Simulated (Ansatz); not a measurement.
Here is an Ansatz 0.2.0 calculation.

File input.yaml:

```yaml
crystal:
  lattice:
    - [0.0, 2.024805, 2.024805]
    - [2.024805, 0.0, 2.024805]
    - [2.024805, 2.024805, 0.0]
  atoms:
    - { symbol: Al, position: [0.0, 0.0, 0.0] }
hamiltonian:
  xc: pbesol
  pseudopotentials: { kind: paw }
  dispersion: d3bj
kpoints:
  mp_grid: { grid: [11, 11, 11] }
scf:
  occupations: { method: fermi_dirac, width: 0.05 }
output:
  forces: true
  stress: true
relax:
  f_tol: 0.01
  max_steps: 40
  cell: { stress_tol: 0.05 }
```

Potentials or basis: Ansatz PAW.

Run with:

```sh
$ ansatz run input.yaml --threads 2 --pin off --max-ram 5632MiB --backend cpu --events-out ev --progress --plain --runs-dir out
```

Problem. What does it give for the relaxed cell?

Solution. a = 2.804 Å, b = 2.804 Å, c = 2.804 Å, α = 60.00°, β = 60.00°, γ = 60.00°.

Problem. Estimate the space group after relaxing (to 0.05 Å).

Solution. Fm-3m (No. 225).

Final structure:
```xyz
1
Lattice="0.0000 1.9829 1.9829 1.9829 0.0000 1.9829 1.9829 1.9829 0.0000" Properties=species:S:1:pos:R:3 pbc="T T T"
Al    0.0000    0.0000    0.0000
```

Caveat: the PAW data sets come from PBE, with cores solved anew for the run's functional, which leaves a small shift of forces and pressure.

The cell as given is a measured one (16.60 Å³/atom); PBEsol+D3(BJ) puts the equilibrium volume -6.1 % from it, thermal expansion not counted.
